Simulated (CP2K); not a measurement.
Runs of CP2K 2026.2 on C. It takes space group P6_3/mmc (No. 194, hexagonal). The conventional cell has a = 2.522 Å, b = 2.522 Å, c = 8.237 Å, α = 90.00°, β = 90.00°, γ = 120.00°. C (site symmetry 3m) has 4 C at 1.54 Å as nearest neighbours. Around C (site symmetry 3m) lie 4 C at 1.54 Å. This is a hexagonal form of diamond, not graphite.

```csv
potentials or basis,potentials,gap on the mesh (eV),pressure (GPa),largest force (eV/Å)
POTENTIAL_UZH C GTH-SCAN-q4; DZVP-MOLOPT-SR-GTH basis,C GTH-SCAN-q4 of POTENTIAL_UZH,(c),0.3,0.34
POTENTIAL_UZH C GTH-PBE0-q4; DZVP-MOLOPT-SR-GTH basis,C GTH-PBE0-q4 of POTENTIAL_UZH,4.59,3.2,0.34
GTH_POTENTIALS C GTH-BLYP-q4; DZVP-MOLOPT-SR-GTH basis,C GTH-BLYP-q4 of GTH_POTENTIALS,4.68,2.4,0.34
GTH_POTENTIALS C GTH-PBE-q4; DZVP-MOLOPT-SR-GTH basis,C GTH-PBE-q4 of GTH_POTENTIALS,(a),(b),0.34
GTH_POTENTIALS C GTH-PADE-q4; DZVP-MOLOPT-SR-GTH basis,C GTH-PADE-q4 of GTH_POTENTIALS,4.82,-8.1,0.34
```

Alike in all rows: task band structure; level PBE; no spin polarisation; cell as given; k mesh 9 × 9 × 3; smearing fermi-dirac 0.05 eV.

Q: Fill in the values left out.

A: (a) 4.61; (b) 3.5; (c) 4.76.

Caveats: the basis of atomic orbitals isn't converged, which shifts pressures, moduli and gaps; the potentials were made for another functional, which shifts forces and pressure (some runs).

